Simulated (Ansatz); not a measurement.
Input and command of a calculation in Ansatz (plane waves; scalar-relativistic PAW potentials unless the input names others):

```yaml
crystal:
  lattice:
    - [3.1529487575, 0.0, 0.0]
    - [-1.5764743788, 2.7305337209, 0.0]
    - [0.0, 0.0, 28.1237673923]
  atoms:
    - { symbol: S, position: [0.3333333334, 0.6666666667, 0.302235468] }
    - { symbol: Mo, position: [0.6666666666, 0.3333333333, 0.3578603801] }
    - { symbol: S, position: [0.3333333334, 0.6666666667, 0.4134308266] }
    - { symbol: S, position: [0.0032607682, 0.0065215364, 0.5171502751] }
    - { symbol: Mo, position: [0.3406164331, 0.6812328663, 0.5719208583] }
    - { symbol: S, position: [0.0304449573, 0.0608899145, 0.6343126833] }
    - { symbol: H, position: [0.5712881109, 1.1425762217, 0.6589420119], spin: 1.0 }
basis:
  ecutwfc: 420
kpoints:
  mp_grid: { grid: [9, 9, 1] }
hamiltonian:
  xc: pbe
  dispersion: d3bj
scf:
  occupations: { method: gaussian, width: 0.05 }
  convergence: { dr2_threshold: 1.0e-16 }
  max_iter: 60
output:
  forces: true
  eigenvalues: true
magnetization:
  spin_polarized: true
efield:
  axis: 3
  dipole_correction: true
  ramp_width: 0.04
```

```bash
ansatz run input.yaml --threads 2 --pin off --max-ram 5120MiB --backend cpu --events-out ev --progress --plain --runs-dir out
```

Abridged log:
```
Basis set: ecut = 420 eV, 4665 PW (Γ), exchange–correlation on 48×48×384 points (8 copies of the dense FFT grid, shifted against one another)
Bands: 34, of which v1, the nominal top of the filled ones, is band 27 counted from 1 (26 counted from 0)
Symmetry: 2 space group operations
k-points: 25 of 81 (time reversal used)
SCF iter   1: F=—  HF=-13544.050587 eV  |F-HF|=—  |Δ(HF+E_count)|=         —  Δρ=3.08e-2 (↑2.74e-2 ↓3.08e-2) dr2=1.19e1  dr2_m=1.24e-1  M=0.740 μB ∫|m|=0.772 μB  β_m=0.30  ethr=3.10e-3  p= 0.000 e·Å  D=-4.82e-7 V/Å  ΔV_dip=0.00 eV  dr2_dipole=5.89e-2  V_vac-E_F(+/−)=5.18/5.18 eV  ⟨swp⟩=10.7  Hψ=9728  notcnv=0
efield: sawtooth ramp at fractional position 0.9606 (placed from the atoms, in the widest stretch of the axis that holds none; the zero of the levels goes with the place), width 0.0400; the density the first Hamiltonian is built on has a dipole p =  0.000 e·Å; the dipole correction subtracts the counter field D = -4.82e-7 V/Å, which shifts the + side's vacuum level by +0.00 eV against the − side's; the planar-averaged density in the ramp window peaks in size at 2.1e-6 e/Å³
spin=Collinear: Resta preconditioning applied to the charge; magnetization (m = ρ↑ − ρ↓) channel mixes plain (no charge-response kernel on spin).
SCF iter   2: F=—  HF=-13541.992759 eV  |F-HF|=—  |Δ(HF+E_count)|=    2.06e0  Δρ=1.35e-2 (↑1.25e-2 ↓1.35e-2) dr2=1.52e0  dr2_m=1.06e-1  M=0.516 μB ∫|m|=0.566 μB  β_m=0.30  ethr=3.10e-3  p=0.034 e·Å  D=2.53e-2 V/Å  ΔV_dip=-0.71 eV  dr2_dipole=5.41e-3  V_vac-E_F(+/−)=5.37/6.08 eV  ⟨swp⟩=3.0  Hψ=3858  notcnv=0  defer=90  κ⁻¹=1.0e0(r=1)
spin=Collinear: LDOS preconditioning applied to the charge; magnetization (m = ρ↑ − ρ↓) channel mixes plain (no charge-response kernel on spin).
SCF iter   3: F=—  HF=-13541.799700 eV  |F-HF|=—  |Δ(HF+E_count)|=   1.93e-1  Δρ=9.43e-3 (↑8.69e-3 ↓9.43e-3) dr2=4.56e-1  dr2_m=7.69e-2  M=0.402 μB ∫|m|=0.462 μB  β_m=0.30  ethr=2.86e-3  p=0.012 e·Å  D=9.21e-3 V/Å  ΔV_dip=-0.26 eV  dr2_dipole=2.29e-2  V_vac-E_F(+/−)=5.11/5.36 eV  ⟨swp⟩=2.2  Hψ=2687  notcnv=0  defer=87  κ⁻¹=5.3e-2(r=2)
SCF iter   4: F=—  HF=-13541.823229 eV  |F-HF|=—  |Δ(HF+E_count)|=   2.35e-2  Δρ=6.63e-3 (↑6.21e-3 ↓6.63e-3) dr2=3.39e-1  dr2_m=5.75e-2  M=0.297 μB ∫|m|=0.367 μB  β_m=0.30  ethr=8.61e-4  p=0.043 e·Å  D=3.19e-2 V/Å  ΔV_dip=-0.90 eV  dr2_dipole=3.69e-3  V_vac-E_F(+/−)=4.81/5.71 eV  ⟨swp⟩=2.7  Hψ=2870  notcnv=0  defer=78  κ⁻¹=3.9e-2(r=3)
SCF iter   5: F=—  HF=-13541.852711 eV  |F-HF|=—  |Δ(HF+E_count)|=   2.95e-2  Δρ=5.35e-3 (↑4.93e-3 ↓5.35e-3) dr2=9.05e-2  dr2_m=4.23e-2  M=0.214 μB ∫|m|=0.292 μB  β_m=0.30  ethr=6.39e-4  p=0.020 e·Å  D=1.53e-2 V/Å  ΔV_dip=-0.43 eV  dr2_dipole=2.11e-2  V_vac-E_F(+/−)=4.68/5.11 eV  ⟨swp⟩=2.4  Hψ=2648  notcnv=0  defer=83  κ⁻¹=3.2e-3(r=4)
SCF iter   6: F=—  HF=-13541.880978 eV  |F-HF|=—  |Δ(HF+E_count)|=   2.83e-2  Δρ=3.91e-3 (↑3.62e-3 ↓3.91e-3) dr2=2.34e-2  dr2_m=2.93e-2  M=0.169 μB ∫|m|=0.244 μB  β_m=0.30  ethr=1.71e-4  p=0.037 e·Å  D=2.77e-2 V/Å  ΔV_dip=-0.78 eV  dr2_dipole=3.78e-3  V_vac-E_F(+/−)=4.41/5.19 eV  ⟨swp⟩=2.3  Hψ=2711  notcnv=0  defer=83  κ⁻¹=1.2e-3(r=5)
SCF iter   7: F=—  HF=-13541.904491 eV  |F-HF|=—  |Δ(HF+E_count)|=   2.35e-2  Δρ=3.20e-3 (↑3.00e-3 ↓3.20e-3) dr2=6.11e-3  dr2_m=2.04e-2  M=0.129 μB ∫|m|=0.199 μB  β_m=0.30  ethr=4.42e-5  p=0.049 e·Å  D=3.68e-2 V/Å  ΔV_dip=-1.03 eV  dr2_dipole=3.24e-4  V_vac-E_F(+/−)=4.21/5.24 eV  ⟨swp⟩=2.2  Hψ=2637  notcnv=0  defer=82  κ⁻¹=1.4e-4(r=6)
SCF iter   8: F=—  HF=-13541.920462 eV  |F-HF|=—  |Δ(HF+E_count)|=   1.60e-2  Δρ=2.57e-3 (↑2.43e-3 ↓2.57e-3) dr2=1.58e-3  dr2_m=1.37e-2  M=0.105 μB ∫|m|=0.168 μB  β_m=0.30  ethr=1.15e-5  p=0.052 e·Å  D=3.86e-2 V/Å  ΔV_dip=-1.09 eV  dr2_dipole=1.73e-4  V_vac-E_F(+/−)=4.13/5.22 eV  ⟨swp⟩=2.2  Hψ=2673  notcnv=0  defer=81  κ⁻¹=3.4e-5(r=7)
   ...
SCF iter  22: F=—  HF=-13541.953606 eV  |F-HF|=—  |Δ(HF+E_count)|=  4.00e-11  Δρ=3.65e-8 (↑3.65e-8 ↓3.29e-8) dr2=5.10e-11  dr2_m=1.30e-12  M= 0.000 μB ∫|m|=0.000 μB  β_m=0.61  ethr=6.32e-13 (applied; sched 1.00e-12) p=0.058 e·Å  D=4.32e-2 V/Å  ΔV_dip=-1.21 eV  dr2_dipole=6.45e-12  V_vac-E_F(+/−)=3.99/5.20 eV  ⟨swp⟩=2.0  Hψ=2111  notcnv=0  defer=82
SCF iter  23: F=—  HF=-13541.953606 eV  |F-HF|=—  |Δ(HF+E_count)|=  4.18e-11  Δρ=2.63e-8 (↑2.63e-8 ↓2.54e-8) dr2=1.45e-11  dr2_m=4.15e-13  M= 0.000 μB ∫|m|=0.000 μB  β_m=0.47  ethr=9.62e-14 (applied; sched 1.00e-12) p=0.058 e·Å  D=4.32e-2 V/Å  ΔV_dip=-1.21 eV  dr2_dipole=1.74e-13  V_vac-E_F(+/−)=3.99/5.20 eV  ⟨swp⟩=2.0  Hψ=2003  notcnv=0  defer=84
SCF iter  24: F=—  HF=-13541.953606 eV  |F-HF|=—  |Δ(HF+E_count)|=  3.64e-12  Δρ=1.19e-8 (↑1.08e-8 ↓1.19e-8) dr2=3.53e-13  dr2_m=2.50e-13  M= 0.000 μB ∫|m|=0.000 μB  β_m=0.65  ethr=2.73e-14 (applied; sched 1.00e-12) p=0.058 e·Å  D=4.32e-2 V/Å  ΔV_dip=-1.21 eV  dr2_dipole=4.41e-15  V_vac-E_F(+/−)=3.99/5.20 eV  ⟨swp⟩=2.0  Hψ=2086  notcnv=0  defer=84
SCF iter  25: F=—  HF=-13541.953606 eV  |F-HF|=—  |Δ(HF+E_count)|=  9.09e-12  Δρ=5.01e-9 (↑5.01e-9 ↓3.97e-9) dr2=8.05e-14  dr2_m=3.92e-14  M=0.000 μB ∫|m|=0.000 μB  β_m=0.70  ethr=6.66e-16 (applied; sched 1.00e-12) p=0.058 e·Å  D=4.32e-2 V/Å  ΔV_dip=-1.21 eV  dr2_dipole=1.19e-15  V_vac-E_F(+/−)=3.99/5.20 eV  ⟨swp⟩=2.8  Hψ=3317  notcnv=0  defer=84
SCF iter  26: F=—  HF=-13541.953606 eV  |F-HF|=—  |Δ(HF+E_count)|=  2.36e-11  Δρ=1.50e-9 (↑1.36e-9 ↓1.50e-9) dr2=3.22e-15  dr2_m=4.17e-15  M=0.000 μB ∫|m|=0.000 μB  β_m=0.80  ethr=1.52e-16 (applied; sched 1.00e-12) p=0.058 e·Å  D=4.32e-2 V/Å  ΔV_dip=-1.21 eV  dr2_dipole=6.09e-16  V_vac-E_F(+/−)=3.99/5.20 eV  ⟨swp⟩=2.1  Hψ=2782  notcnv=0  defer=84
SCF iter  27: F=—  HF=-13541.953606 eV  |F-HF|=—  |Δ(HF+E_count)|=  2.00e-11  Δρ=6.53e-10 (↑6.53e-10 ↓5.59e-10) dr2=1.20e-15  dr2_m=7.17e-16  M=0.000 μB ∫|m|=0.000 μB  β_m=0.90  ethr=6.08e-18 (applied; sched 1.00e-12) p=0.058 e·Å  D=4.32e-2 V/Å  ΔV_dip=-1.21 eV  dr2_dipole=5.28e-18  V_vac-E_F(+/−)=3.99/5.20 eV  ⟨swp⟩=3.0  Hψ=3681  notcnv=0  defer=84
SCF iter  28: F=—  HF=-13541.953606 eV  |F-HF|=—  |Δ(HF+E_count)|=  2.36e-11  Δρ=2.91e-10 (↑2.91e-10 ↓2.69e-10) dr2=1.04e-15  dr2_m=8.11e-17  M=0.000 μB ∫|m|=0.000 μB  β_m=0.75  ethr=2.27e-18 (applied; sched 1.00e-12) p=0.058 e·Å  D=4.32e-2 V/Å  ΔV_dip=-1.21 eV  dr2_dipole=3.75e-17  V_vac-E_F(+/−)=3.99/5.20 eV  ⟨swp⟩=2.9  Hψ=3270  notcnv=0  defer=84
SCF iter  29: F=-13541.953606 eV  HF=-13541.953606 eV  |F-HF|=7.28e-12  |Δ(HF+E_count)|=  2.00e-11  Δρ=7.96e-11 (↑6.54e-11 ↓7.96e-11) dr2=5.22e-17  dr2_m=7.21e-18  M=0.000 μB ∫|m|=0.000 μB  ethr=1.00e-12  p=0.058 e·Å  D=4.32e-2 V/Å  ΔV_dip=-1.21 eV  dr2_dipole=3.95e-18  V_vac-E_F(+/−)=3.99/5.20 eV  ⟨swp⟩=10.0  Hψ=6053  notcnv=0
SCF 1 converged in 29 iterations: F = -13541.953606 eV  dr2 = 5.22e-17
WARN: the starting moments were not kept: the SCF closed with an absolute magnetisation of 5.4e-9 μB, where they sum to 1 μB in size (1 site). That is at most 0.1 of that sum. Measured as dr2_m measures the in/out step, that magnetisation stands 4.1e-18 eV from none, at or under the dr2_threshold of 1.0e-16 eV: it is no larger than a step whose dr2_m would equal this threshold. The system may hold no moment; this SCF shows only that its start led to no more than that. To try another start: raise the starting moments (crystal.atoms[].spin, magnetization.per_species, magnetization.initial_magnet ...
SCF converged after 29 iterations
Magnetization: 0.0000 μB (26.5000 up, 26.5000 down)
Absolute magnetization: 0.0000 μB (∫|ρ↑−ρ↓|, with the PAW one-centre terms)
Spin contamination: 0.0000 ħ² per cell (⟨S²⟩ above its minimum at these occupations)
Per-site moments (μB) at R_I (Å): [(0.0, 0.99008478), (0.0, 0.98967307), (0.0, 0.98967307), (0.0, 0.98023101), (1.67765026e-9, 0.98023101), (0.0, 0.71623264), (0.0, 0.71623264)]
Free energy (F): -13541.953606 eV
Harris-Foulkes:  -13541.953606 eV  (|F-HF|=7.28e-12)
Internal energy: -13541.952722 eV  (E = F + TS)
E sigma→0 (E₀):  -13541.953164 eV
Entropy (-TS):   -0.000883 eV (-0.126 meV/atom)
Fermi energy:    2.512385 eV
Dipole field:    D = 0.043171 V/Å  (p = 0.057765 e·Å, saw-weighted, corrected)
Work function:   Φ+ = 3.9869 eV   Φ− = 5.2010 eV
Levels:          The Fermi level and band energies are counted from a zero that moves with the ramp; work functions are not
  E_disp       = -2.343529  (pairwise vdW)
--- Forces (eV/Å), atoms counted from 1 ---
  atom   1  S      0.00000000    -0.00015633    -0.06333448
  atom   2  Mo     0.00000000     0.00174665     0.03104094
  atom   3  S      0.00000000    -0.00228965     0.03237261
  atom   4  S      0.00000000     0.00134782     0.00036714
  atom   5  Mo     0.00000000    -0.00040924    -0.00690559
  atom   6  S      0.00000000     0.00379332     0.00286913
  atom   7  H      0.00000000    -0.00403253     0.00358878
```

One setting here is needlessly strict: a threshold far tighter than needed (scf.convergence.dr2_threshold: not typed → 1e-16). It leaves the result as it was and can only cost iterations: the run converged in 29 SCF iterations with an energy at zero smearing within 0.01 meV/atom of the reference's, largest force 0.063 eV/Å, no gap on the mesh. A reference run on usual settings, whose relaxation ended at this geometry, converged, and the end of its own relaxation has largest force 0.063 eV/Å, no gap on the mesh.

The run took 50 s on 2 threads of Arm Neoverse V2, on a shared host, peak memory 0.63 GiB.